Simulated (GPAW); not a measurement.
Runs of GPAW 26.7.0 on PbS (Galena). Symmetry: Fm-3m, No. 225, cubic system. The conventional cell has a = 5.931 Å, b = 5.931 Å, c = 5.931 Å, α = 90.00°, β = 90.00°, γ = 90.00°. Pb (site symmetry m-3m) has 6 S at 2.97 Å as nearest neighbours. S (site symmetry m-3m) is surrounded by 6 Pb at 2.97 Å. 

```tsv
task	level	potentials or basis	spin	cell	k mesh	cutoff (eV)	smearing	maxiter	band path	band points	spin axis theta (degrees)	spin axis phi (degrees)	other keys	mesh quality	gap on the mesh (eV)	pressure (GPa)
single point	LDA	the program's PAW data sets (release 1.2.1) made for this functional, pw	off	volume scaled by 1.08	6 × 6 × 6	450	fermi-dirac 0.01 eV	150	-	-	-	-	-	not flagged	0.43	(a)
band structure	SOGGA	PAW data sets generated in the run's folder for this functional, pw	SOC, no magnetisation	as given	6 × 6 × 6	600	fermi-dirac 0.05 eV	150	GXWKGLUWLK,UX	60	90	0	-	not flagged	0.37	-1.3
single point	LDA	the program's PAW data sets (release 1.2.1) made for this functional, pw	off	as given	6 × 6 × 6	500	fermi-dirac 0.01 eV	150	-	-	-	-	-	not flagged	0.19	(b)
eps q	LDA	the program's PAW data sets (release 1.2.1) made for this functional, pw	off	volume scaled by 1.08	6 × 6 × 6	450	fermi-dirac 0.05 eV	75	-	-	-	-	several, not listed	not flagged	0.43	-
band structure	r4SCAN	GPAW PAW data sets (gpaw-data 1.2.1), pw	SOC, no magnetisation	as given	6 × 6 × 6	600	fermi-dirac 0.05 eV	150	GXWKGLUWLK,UX	60	90	0	-	not flagged	0.02	0.6
band structure	LDA	the program's PAW data sets (release 1.2.1) made for this functional, newer versions, pw	off	as given	6 × 6 × 6	600	fermi-dirac 0.05 eV	150	GXWKGLUWLK,UX	100	-	-	-	not flagged	0.19	-2.9
band structure	SCAN	GPAW PAW data sets (gpaw-data 1.2.1), pw	SOC, no magnetisation	as given	6 × 6 × 6	600	fermi-dirac 0.05 eV	150	GXWKGLUWLK,UX	60	0	0	-	not flagged	0.16	0.6
optical spectrum	LDA	the program's PAW data sets (release 1.2.1) made for this functional, pw	off	volume scaled by 1.08	6 × 6 × 6	450	fermi-dirac 0.001 eV	150	-	-	-	-	-	not flagged	0.43	-
```

Fill in the values left out.

(a) -6.9; (b) -3.0.

Caveats: spin-orbit coupling is left out, which as a rule narrows the gap of such compounds by several tenths of an eV (some runs); spin-orbit coupling was added after a scalar SCF, so levels and gaps hold it while energy, forces, pressure and moments don't (some runs); this program's spin-orbit splittings come out too wide for heavy elements (some runs); the cutoff is short for stress and forces, so pressures can be off by a GPa or more (some runs); the PAW data sets were made with another functional, which shifts forces and pressure a little (some runs); with so narrow a direct gap the onset needs a denser k mesh (some runs); the long-wavelength limit can be off by a per cent or two (some runs).

A k mesh can miss the band edges, and rows without SOC leave out spin-orbit coupling on Pb.

Runs at the PBE level aren't shown here.
